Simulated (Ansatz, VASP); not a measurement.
# Ti in VASP and in Ansatz

```
CELL_PARAMETERS angstrom
2.93943 0.00000 0.00000
-1.46971 2.54562 0.00000
0.00000 0.00000 4.65756
ATOMIC_POSITIONS crystal
Ti 0.33333 0.66667 0.25000
Ti 0.66667 0.33333 0.75000
```

Alike in both runs: functional PBE; k mesh 20 × 20 × 12; occupations gaussian, width 0.3 eV; no spin polarisation.

Ansatz relaxed the structure, and its values are those at the end. VASP's run is a single point on that final structure, the one shown.

```csv
,VASP,Ansatz
version,VASP 6.6.1,Ansatz 0.2.0
potentials or method,"VASP PAW PBE potentials, release 64 (Ti_sv)","scalar-relativistic, plane waves, PAW"
plane-wave cutoff (eV),520,420
valence electrons in the cell,24,24
```

|  | VASP | Ansatz | Ansatz less VASP |
| --- | --- | --- | --- |
| gap on the k mesh at the Fermi level (eV) | none | none | - |
| pressure (GPa) | -0.5 | 0.0 | +0.51 |

A gap of «none» marks a metal or a gap that the smearing closes.
